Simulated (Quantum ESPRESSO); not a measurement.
# Hf (P6_3/mmc) in Quantum ESPRESSO: notebook

Runs on Hf. Level: PBE. Tasks: single point, equation of state.

Program: Quantum ESPRESSO 7.5. These are calculated values, not measurements. Logs are shortened: lines on timing, memory, paths and dates and some standing lists are left out, and cuts for length are marked.

## Step 1: The structure

It takes space group P6_3/mmc (No. 194, hexagonal). The conventional cell has a = 3.197 Å, b = 3.197 Å, c = 5.058 Å, α = 90.00°, β = 90.00°, γ = 120.00°. Hf (site symmetry -6m2) is surrounded by 12 Hf at 3.13 to 3.20 Å.

## Step 2: Single point, PBE, 21.04 Å³/atom

The input, pw.in:

```
&CONTROL
  calculation = 'scf'
  prefix = 'pwscf'
  outdir = './tmp'
  pseudo_dir = './pseudo'
  tprnfor = .true.
  tstress = .true.
  disk_io = 'nowf'
/
&SYSTEM
  ibrav = 0
  nat = 2
  ntyp = 1
  ecutwfc = 58
  nbnd = 19
  occupations = 'smearing'
  smearing = 'fd'
  degauss = 0.00367493
/
&ELECTRONS
  conv_thr = 4d-10
  electron_maxstep = 120
  mixing_beta = 0.5
/
ATOMIC_SPECIES
Hf   178.4900 Hf.upf
CELL_PARAMETERS angstrom
   3.1314429137    0.0000000000    0.0000000000
  -1.5657214569    2.7119091138    0.0000000000
   0.0000000000    0.0000000000    4.9545506207
ATOMIC_POSITIONS crystal
Hf     0.6666666667    0.3333333333    0.7500000000
Hf     0.3333333333    0.6666666667    0.2500000000
K_POINTS automatic
10 10 5 0 0 0
```

Potentials or basis: PseudoDojo 0.4.1 SR PBE standard.

Started as:

```bash
> OMP_NUM_THREADS=1 pw.x -in pw.in > pw.out
```

pw.out:

```text
This program is part of the open-source Quantum ESPRESSO suite
     for quantum simulation of materials; please cite
         "P. Giannozzi et al., J. Phys.:Condens. Matter 21 395502 (2009);
         "P. Giannozzi et al., J. Phys.:Condens. Matter 29 465901 (2017);
         "P. Giannozzi et al., J. Chem. Phys. 152 154105 (2020);
     in publications or presentations arising from this work. More details at

     Message from routine setup:
     using ibrav=0 with symmetry is DISCOURAGED, use correct ibrav instead

     G-vector sticks info
     --------------------
     sticks:   dense  smooth     PW     G-vecs:    dense   smooth      PW
     Sum         559     559    163                17007    17007    2767

     Using Slab Decomposition

     bravais-lattice index     =            0
     lattice parameter (alat)  =       5.9176  a.u.
     unit-cell volume          =     283.9360 (a.u.)^3
     number of atoms/cell      =            2
     number of atomic types    =            1
     number of electrons       =        24.00
     number of Kohn-Sham states=           19
     kinetic-energy cutoff     =      58.0000  Ry
     charge density cutoff     =     232.0000  Ry
     scf convergence threshold =      4.0E-10
     mixing beta               =       0.5000
     number of iterations used =            8  plain     mixing
     Exchange-correlation= PBE
                           (   1   4   3   4   0   0   0)

     celldm(1)=   5.917569  celldm(2)=   0.000000  celldm(3)=   0.000000
     celldm(4)=   0.000000  celldm(5)=   0.000000  celldm(6)=   0.000000

     crystal axes: (cart. coord. in units of alat)
               a(1) = (   1.000000   0.000000   0.000000 )
               a(2) = (  -0.500000   0.866025   0.000000 )
               a(3) = (   0.000000   0.000000   1.582194 )

     reciprocal axes: (cart. coord. in units 2 pi/alat)
               b(1) = (  1.000000  0.577350 -0.000000 )
               b(2) = (  0.000000  1.154701  0.000000 )
               b(3) = (  0.000000 -0.000000  0.632034 )

     PseudoPot. # 1 for Hf read from file:
     Hf.upf
     Pseudo is Norm-conserving + core correction, Zval = 12.0
     Generated using ONCVPSP code by D. R. Hamann
     Using radial grid of 1656 points,  8 beta functions with:
                l(1) =   0
                l(2) =   0
                l(3) =   1
                l(4) =   1
                l(5) =   2
                l(6) =   2
                l(7) =   3
                l(8) =   3

     atomic species   valence    mass     pseudopotential
     Hf               12.00   178.49000     Hf( 1.00)

     24 Sym. Ops., with inversion, found (12 have fractional translation)

   Cartesian axes

     site n.     atom                  positions (alat units)
         1        Hf     tau(   1) = (   0.5000000   0.2886751   1.1866456  )
         2        Hf     tau(   2) = (  -0.0000000   0.5773503   0.3955485  )

     number of k points=    42  Fermi-Dirac smearing, width (Ry)=  0.0037
                       cart. coord. in units 2pi/alat
        k(    1) = (   0.0000000   0.0000000   0.0000000), wk =   0.0040000
        k(    2) = (   0.0000000   0.0000000   0.1264067), wk =   0.0080000
        k(    3) = (   0.0000000   0.0000000   0.2528135), wk =   0.0080000
        k(    4) = (   0.0000000   0.1154701   0.0000000), wk =   0.0240000
        k(    5) = (   0.0000000   0.1154701   0.1264067), wk =   0.0480000
        k(    6) = (   0.0000000   0.1154701   0.2528135), wk =   0.0480000
[... 34 lines left out ...]
        k(   41) = (   0.3000000   0.5196152   0.1264067), wk =   0.0480000
        k(   42) = (   0.3000000   0.5196152   0.2528135), wk =   0.0480000

     Dense  grid:    17007 G-vectors     FFT dimensions: (  30,  30,  48)

     Initial potential from superposition of free atoms

     starting charge      23.9963, renormalised to      24.0000
     Starting wfcs are   20 randomized atomic wfcs

     Self-consistent Calculation

     iteration #  1     ecut=    58.00 Ry     beta= 0.50
     Davidson diagonalization with overlap
     ethr =  1.00E-02,  avg # of iterations =  2.6

     Threshold (ethr) on eigenvalues was too large:
     Diagonalizing with lowered threshold

     Davidson diagonalization with overlap
     ethr =  1.19E-04,  avg # of iterations =  4.4

     total energy              =    -225.64913478 Ry
     estimated scf accuracy    <       0.03566924 Ry

     iteration #  2     ecut=    58.00 Ry     beta= 0.50
     Davidson diagonalization with overlap
     ethr =  1.49E-04,  avg # of iterations =  1.5

     total energy              =    -225.65004967 Ry
     estimated scf accuracy    <       0.00463896 Ry

     iteration #  3     ecut=    58.00 Ry     beta= 0.50
     Davidson diagonalization with overlap
     ethr =  1.93E-05,  avg # of iterations =  2.8

     total energy              =    -225.65061160 Ry
     estimated scf accuracy    <       0.00018210 Ry

     iteration #  4     ecut=    58.00 Ry     beta= 0.50
     Davidson diagonalization with overlap
     ethr =  7.59E-07,  avg # of iterations =  4.1

     total energy              =    -225.65064339 Ry
     estimated scf accuracy    <       0.00000347 Ry

     iteration #  5     ecut=    58.00 Ry     beta= 0.50
     Davidson diagonalization with overlap
     ethr =  1.45E-08,  avg # of iterations =  4.0

     total energy              =    -225.65064487 Ry
     estimated scf accuracy    <       0.00000359 Ry

     iteration #  6     ecut=    58.00 Ry     beta= 0.50
     Davidson diagonalization with overlap
     ethr =  1.45E-08,  avg # of iterations =  2.0

     total energy              =    -225.65064538 Ry
     estimated scf accuracy    <       0.00000007 Ry

     iteration #  7     ecut=    58.00 Ry     beta= 0.50
     Davidson diagonalization with overlap
     ethr =  2.90E-10,  avg # of iterations =  3.1

     total energy              =    -225.65064539 Ry
     estimated scf accuracy    <          1.2E-09 Ry

     iteration #  8     ecut=    58.00 Ry     beta= 0.50
     Davidson diagonalization with overlap
     ethr =  4.89E-12,  avg # of iterations =  4.0

     total energy              =    -225.65064539 Ry
     estimated scf accuracy    <          9.4E-10 Ry

     iteration #  9     ecut=    58.00 Ry     beta= 0.50
     Davidson diagonalization with overlap
     ethr =  3.90E-12,  avg # of iterations =  2.0

     End of self-consistent calculation

          k = 0.0000 0.0000 0.0000 (  2117 PWs)   bands (ev):

   -46.0873 -45.9932 -15.3434 -14.4335 -14.4335 -14.2786 -14.2786 -14.2779
     8.0848  11.7664  16.5350  16.8695  16.8695  17.1745  17.7640  17.7640
    18.4541  18.4541  21.3623

          k = 0.0000 0.0000 0.1264 (  2123 PWs)   bands (ev):

   -46.0784 -46.0023 -15.2487 -14.4188 -14.4188 -14.3876 -14.2935 -14.2935
     8.4752  11.5928  16.0298  16.6989  16.6989  16.8417  17.4622  17.4622
    19.0484  19.0484  21.4952

          k = 0.0000 0.0000 0.2528 (  2104 PWs)   bands (ev):

   -46.0550 -46.0259 -14.9945 -14.6662 -14.3803 -14.3803 -14.3325 -14.3325
     9.5213  10.7977  15.6533  16.1185  16.6458  16.6458  16.9438  16.9438
    20.2280  20.2280  21.2446

          k = 0.0000 0.1155 0.0000 (  2113 PWs)   bands (ev):

   -46.0808 -45.9907 -15.3118 -14.5014 -14.4561 -14.3499 -14.2924 -14.2875
     8.4077  12.0814  16.0841  16.1873  17.1779  17.4038  17.7110  18.0567
    18.0737  18.1544  21.6095

          k = 0.0000 0.1155 0.1264 (  2128 PWs)   bands (ev):

   -46.0722 -45.9994 -15.2251 -14.4837 -14.4424 -14.4402 -14.3174 -14.3038
     8.7857  11.9107  15.5466  16.2155  16.8993  16.9428  17.3928  17.7052
    18.8791  18.9383  21.6543

          k = 0.0000 0.1155 0.2528 (  2105 PWs)   bands (ev):

   -46.0498 -46.0220 -14.9929 -14.6945 -14.4321 -14.3983 -14.3700 -14.3463
     9.8074  11.0874  15.3095  15.9309  16.4395  16.8760  16.9098  17.1832
    20.1136  20.1901  21.2309

          k = 0.0000 0.2309 0.0000 (  2127 PWs)   bands (ev):

   -46.0630 -45.9847 -15.2231 -14.6792 -14.5293 -14.5125 -14.3363 -14.3130
     9.3006  12.8435  15.0970  15.3347  16.7329  17.5047  17.5465  18.0775
    18.4776  18.8997  22.0590

          k = 0.0000 0.2309 0.1264 (  2114 PWs)   bands (ev):

   -46.0556 -45.9922 -15.1650 -14.6532 -14.5990 -14.4938 -14.3576 -14.3323
     9.6323  12.6946  14.6626  15.4446  16.5821  17.1670  17.3599  18.3061
    18.9875  19.0682  21.9194
[... 13 lines left out ...]
          k = 0.0000 0.3464 0.1264 (  2117 PWs)   bands (ev):

   -46.0338 -45.9846 -15.1161 -14.8479 -14.7651 -14.5569 -14.4102 -14.3696
    10.7446  13.1574  13.9924  15.0842  16.1849  17.0691  17.1858  19.4272
    19.7596  20.0199  22.1139

          k = 0.0000 0.3464 0.2528 (  2117 PWs)   bands (ev):

   -46.0186 -45.9998 -15.0854 -14.9741 -14.6102 -14.4998 -14.4698 -14.4282
    11.3753  12.3226  14.4324  15.0600  16.0433  16.5649  17.7879  18.6542
    20.4944  20.5183  21.3625

          k = 0.0000 0.4619 0.0000 (  2124 PWs)   bands (ev):

   -46.0179 -45.9765 -15.0730 -14.9616 -14.8977 -14.6298 -14.4964 -14.3759
    11.6772  12.9487  13.4778  14.9439  16.5874  16.7331  17.1348  21.1407
    21.1588  21.5800  22.5803

          k = 0.0000 0.4619 0.1264 (  2120 PWs)   bands (ev):

   -46.0140 -45.9804 -15.1632 -14.9890 -14.7985 -14.6061 -14.4729 -14.4007
    11.6293  12.8828  13.8133  14.7448  16.7246  16.8992  17.0950  20.7203
    21.0790  21.2950  22.3372

          k = 0.0000 0.4619 0.2528 (  2118 PWs)   bands (ev):

   -46.0036 -45.9908 -15.1944 -15.1214 -14.6092 -14.5436 -14.4902 -14.4651
    11.8074  12.3734  14.3357  14.8336  16.5766  16.9065  17.8005  19.1768
    21.2528  21.5765  21.9658

          k = 0.0000-0.5774 0.0000 (  2132 PWs)   bands (ev):

   -46.0081 -45.9772 -15.1393 -14.9570 -14.8923 -14.6489 -14.5484 -14.3871
    12.2159  12.6938  13.2483  14.9740  16.4531  16.6287  17.4735  21.9952
    22.5554  22.6313  23.1183

          k = 0.0000-0.5774 0.1264 (  2130 PWs)   bands (ev):

   -46.0051 -45.9801 -15.2072 -15.0429 -14.7707 -14.6245 -14.5090 -14.4127
    11.9020  12.7126  13.9890  14.4134  16.7880  17.1132  17.1511  21.1968
    22.1144  22.5104  22.7936

          k = 0.0000-0.5774 0.2528 (  2114 PWs)   bands (ev):

   -45.9974 -45.9878 -15.2433 -15.1775 -14.5974 -14.5601 -14.5002 -14.4792
    11.8778  12.3411  14.3433  14.7021  16.8101  17.3204  17.7654  19.3010
    22.2308  22.2804  22.3877

          k = 0.1000 0.1732 0.0000 (  2115 PWs)   bands (ev):

   -46.0686 -45.9864 -15.2516 -14.6067 -14.5427 -14.4336 -14.3217 -14.3167
     9.0188  12.6452  15.3973  15.4992  16.9317  17.3865  17.8207  17.9778
    18.0890  18.7351  21.8477

          k = 0.1000 0.1732 0.1264 (  2120 PWs)   bands (ev):

   -46.0608 -45.9943 -15.1828 -14.5782 -14.5751 -14.4727 -14.3389 -14.3348
     9.3683  12.4851  14.9004  15.6028  16.7474  17.1511  17.3271  18.0862
    18.7458  19.1336  21.7844

          k = 0.1000 0.1732 0.2528 (  2108 PWs)   bands (ev):

   -46.0404 -46.0150 -14.9987 -14.7626 -14.5053 -14.4547 -14.3961 -14.3801
    10.3286  11.5968  14.8804  15.5829  16.1629  16.7112  17.3028  17.6103
    19.9169  20.3215  21.1321

          k = 0.1000 0.2887 0.0000 (  2119 PWs)   bands (ev):

   -46.0479 -45.9805 -15.1428 -14.7883 -14.7008 -14.5312 -14.3801 -14.3623
    10.1049  13.4032  14.4977  14.8249  16.4550  16.7398  17.5557  18.7834
    19.0447  19.9498  22.1204

          k = 0.1000 0.2887 0.1264 (  2111 PWs)   bands (ev):

   -46.0415 -45.9870 -15.1216 -14.7731 -14.7053 -14.5462 -14.3930 -14.3695
    10.3809  13.2823  14.1773  14.9601  16.3140  16.8990  17.2966  18.7243
    19.4183  19.9463  21.9097

          k = 0.1000 0.2887 0.2528 (  2110 PWs)   bands (ev):

   -46.0247 -46.0039 -15.0411 -14.9024 -14.5884 -14.5243 -14.4424 -14.4156
    11.1614  12.2849  14.5344  15.1245  15.9043  16.4144  17.6677  18.2842
    20.1328  20.6147  21.1854

          k = 0.1000 0.4041 0.0000 (  2115 PWs)   bands (ev):

   -46.0250 -45.9767 -15.0085 -14.9838 -14.8416 -14.6243 -14.4636 -14.4038
    11.3652  13.3757  13.7430  14.7674  16.3807  16.7334  17.0366  19.8653
    20.5564  21.4620  22.3133
[... 73 lines left out ...]
          k = 0.2000 0.5774 0.1264 (  2120 PWs)   bands (ev):

   -45.9967 -45.9812 -15.1165 -14.9874 -14.8449 -14.6383 -14.6151 -14.4959
    12.7041  13.6323  14.0179  14.2274  15.8983  16.2907  17.6967  20.5956
    21.1100  22.1457  22.6417

          k = 0.2000 0.5774 0.2528 (  2128 PWs)   bands (ev):

   -45.9919 -45.9860 -15.1618 -15.1152 -14.7839 -14.6907 -14.4935 -14.4415
    12.7132  13.1710  14.5298  15.0286  15.3192  15.9302  18.0547  18.9665
    21.2980  21.7684  23.5969

          k = 0.3000 0.5196 0.0000 (  2129 PWs)   bands (ev):

   -45.9935 -45.9816 -15.0159 -14.8790 -14.8038 -14.7773 -14.6434 -14.6357
    13.3301  13.4769  14.0675  14.1139  15.9524  16.2622  17.7280  20.8622
    21.2902  21.8719  22.2538

          k = 0.3000 0.5196 0.1264 (  2127 PWs)   bands (ev):

   -45.9923 -45.9827 -15.0173 -15.0099 -14.8922 -14.6883 -14.6065 -14.5333
    13.4064  13.4560  14.1594  14.2231  15.8471  15.9093  17.7026  20.4349
    21.0034  21.9214  22.3239

          k = 0.3000 0.5196 0.2528 (  2131 PWs)   bands (ev):

   -45.9893 -45.9857 -15.1017 -15.0876 -14.8603 -14.7637 -14.4758 -14.4461
    13.4364  13.4654  14.3502  14.4978  15.4274  15.6825  17.8926  18.8091
    21.1201  21.4965  23.8202

     the Fermi energy is    15.6488 ev

!    total energy              =    -225.65064539 Ry
     estimated scf accuracy    <          2.0E-12 Ry
     smearing contrib. (-TS)   =      -0.00063382 Ry
     internal energy E=F+TS    =    -225.65001157 Ry

     The total energy is F=E-TS. E is the sum of the following terms:
     one-electron contribution =     -36.18544771 Ry
     hartree contribution      =      27.09516518 Ry
     xc contribution           =     -57.13590192 Ry
     ewald contribution        =    -159.42382712 Ry

     convergence has been achieved in   9 iterations

     Forces acting on atoms (cartesian axes, Ry/au):

     atom    1 type  1   force =     0.00000000    0.00000000    0.00000000
     atom    2 type  1   force =     0.00000000   -0.00000000    0.00000000

     Total force =     0.000000     Total SCF correction =     0.000000

     Computing stress (Cartesian axis) and pressure

          total   stress  (Ry/bohr**3)                   (kbar)     P=       82.55
   0.00056073   0.00000000  -0.00000000           82.49        0.00       -0.00
   0.00000000   0.00056073  -0.00000000            0.00       82.49       -0.00
   0.00000000   0.00000000   0.00056200            0.00        0.00       82.67

=------------------------------------------------------------------------------=
   JOB DONE.
=------------------------------------------------------------------------------=
```

Run time: 28 s. Hardware: 1 thread of Arm Neoverse V1, shared host; peak memory 0.09 GiB.

What came out:

```
Free energy            : -3070.1334 eV
Pressure               : 8.3 GPa
Band gap on the k mesh : none (metal or under the smearing width)
```

## Step 3: Single point, PBE, 21.49 Å³/atom

Edit pw.in of step 2 so:

```diff
@@ -27,5 +27,5 @@
 CELL_PARAMETERS angstrom
-   3.1314429137    0.0000000000    0.0000000000
-  -1.5657214569    2.7119091138    0.0000000000
-   0.0000000000    0.0000000000    4.9545506207
+   3.1534960552    0.0000000000    0.0000000000
+  -1.5767480276    2.7310076946    0.0000000000
+   0.0000000000    0.0000000000    4.9894429718
 ATOMIC_POSITIONS crystal
```

Potentials or basis: PseudoDojo 0.4.1 SR PBE standard.

Started as:

```bash
> OMP_NUM_THREADS=1 pw.x -in pw.in > pw.out
```

Wall time 23 s (1 thread of Arm Neoverse V1, shared host); peak memory 0.09 GiB.

Results (log left out):

```yaml
Free_energy: -3070.1718 eV
Pressure: 5.5 GPa
Band_gap_on_the_k_mesh: none (metal or under the smearing width)
```

## Step 4: Single point, PBE, 21.93 Å³/atom

Edit pw.in of step 3 so:

```diff
@@ -27,5 +27,5 @@
 CELL_PARAMETERS angstrom
-   3.1534960552    0.0000000000    0.0000000000
-  -1.5767480276    2.7310076946    0.0000000000
-   0.0000000000    0.0000000000    4.9894429718
+   3.1752449911    0.0000000000    0.0000000000
+  -1.5876224956    2.7498428256    0.0000000000
+   0.0000000000    0.0000000000    5.0238540107
 ATOMIC_POSITIONS crystal
```

Started as:

```bash
> OMP_NUM_THREADS=1 pw.x -in pw.in > pw.out
```

Run time: 28 s. Hardware: 1 thread of Arm Neoverse V1, shared host; peak memory 0.09 GiB.

It converged, with:

```
Free energy            : -3070.1954 eV
Pressure               : 3.0 GPa
Band gap on the k mesh : none (metal or under the smearing width)
```

## Step 5: Single point, PBE, 22.38 Å³/atom

Edit pw.in of step 4 so:

```diff
@@ -27,5 +27,5 @@
 CELL_PARAMETERS angstrom
-   3.1752449911    0.0000000000    0.0000000000
-  -1.5876224956    2.7498428256    0.0000000000
-   0.0000000000    0.0000000000    5.0238540107
+   3.1967000000    0.0000000000    0.0000000000
+  -1.5983500000    2.7684234083    0.0000000000
+   0.0000000000    0.0000000000    5.0578000000
 ATOMIC_POSITIONS crystal
```

Started as:

```bash
> OMP_NUM_THREADS=1 pw.x -in pw.in > pw.out
```

It took 24 s on 1 thread of Arm Neoverse V1, shared host; peak memory 0.09 GiB.

Results (log left out):

| Property | Result |
| --- | --- |
| Free energy | -3070.2054 eV |
| Pressure | 0.6 GPa |
| Band gap on the k mesh | none (metal or under the smearing width) |

## Step 6: Single point, PBE, 22.83 Å³/atom

Edit pw.in of step 5 so:

```diff
@@ -27,5 +27,5 @@
 CELL_PARAMETERS angstrom
-   3.1967000000    0.0000000000    0.0000000000
-  -1.5983500000    2.7684234083    0.0000000000
-   0.0000000000    0.0000000000    5.0578000000
+   3.2178708157    0.0000000000    0.0000000000
+  -1.6089354078    2.7867578725    0.0000000000
+   0.0000000000    0.0000000000    5.0912963404
 ATOMIC_POSITIONS crystal
```

Potentials or basis: PseudoDojo 0.4.1 SR PBE standard.

Started as:

```bash
> OMP_NUM_THREADS=1 pw.x -in pw.in > pw.out
```

It took 27 s on 1 thread of Arm Neoverse V1, shared host; peak memory 0.09 GiB.

It converged, with:

- Free energy: -3070.2031 eV
- Pressure: -1.5 GPa
- Band gap on the k mesh: none (metal or under the smearing width)

## Step 7: Single point, PBE, 23.28 Å³/atom

Edit pw.in of step 6 so:

```diff
@@ -27,5 +27,5 @@
 CELL_PARAMETERS angstrom
-   3.2178708157    0.0000000000    0.0000000000
-  -1.6089354078    2.7867578725    0.0000000000
-   0.0000000000    0.0000000000    5.0912963404
+   3.2387666662    0.0000000000    0.0000000000
+  -1.6193833331    2.8048542099    0.0000000000
+   0.0000000000    0.0000000000    5.1243576326
 ATOMIC_POSITIONS crystal
```

Started as:

```bash
> OMP_NUM_THREADS=1 pw.x -in pw.in > pw.out
```

Wall time 27 s (1 thread of Arm Neoverse V1, shared host); peak memory 0.09 GiB.

It converged, with:

- Free energy: -3070.1895 eV
- Pressure: -3.4 GPa
- Band gap on the k mesh: none (metal or under the smearing width)

## Step 8: Single point, PBE, 23.72 Å³/atom

Edit pw.in of step 7 so:

```diff
@@ -27,5 +27,5 @@
 CELL_PARAMETERS angstrom
-   3.2387666662    0.0000000000    0.0000000000
-  -1.6193833331    2.8048542099    0.0000000000
-   0.0000000000    0.0000000000    5.1243576326
+   3.2593963094    0.0000000000    0.0000000000
+  -1.6296981547    2.8227200050    0.0000000000
+   0.0000000000    0.0000000000    5.1569977332
 ATOMIC_POSITIONS crystal
```

Started as:

```bash
> OMP_NUM_THREADS=1 pw.x -in pw.in > pw.out
```

Wall time 27 s (1 thread of Arm Neoverse V1, shared host); peak memory 0.09 GiB.

Results (log left out):

```
Free energy            : -3070.1656 eV
Pressure               : -5.2 GPa
Band gap on the k mesh : none (metal or under the smearing width)
```

## Step 9: Equation of state, PBE

Potentials or basis: PseudoDojo 0.4.1 SR PBE standard.

No new run: the results of the series are fitted here.

Results:

- Equilibrium volume: 22.52 Å³/atom
- Bulk modulus at fixed shape and positions: 108 GPa
- Pressure derivative of the bulk modulus: 3.6

Energy against volume, from the lowest point:
| volume (Å³/atom) | energy (meV/atom) |
| --- | --- |
| 21.037 | 36.00 |
| 21.485 | 16.81 |
| 21.933 | 5.02 |
| 22.380 | 0.00 |
| 22.828 | 1.17 |
| 23.276 | 7.98 |
| 23.723 | 19.94 |

Caveat: the cell was scaled at fixed shape and fractional positions, which overstates the stiffness of a crystal with free parameters, most of all of layers and chains. Spin-orbit coupling is left out, which matters for the levels of Hf.
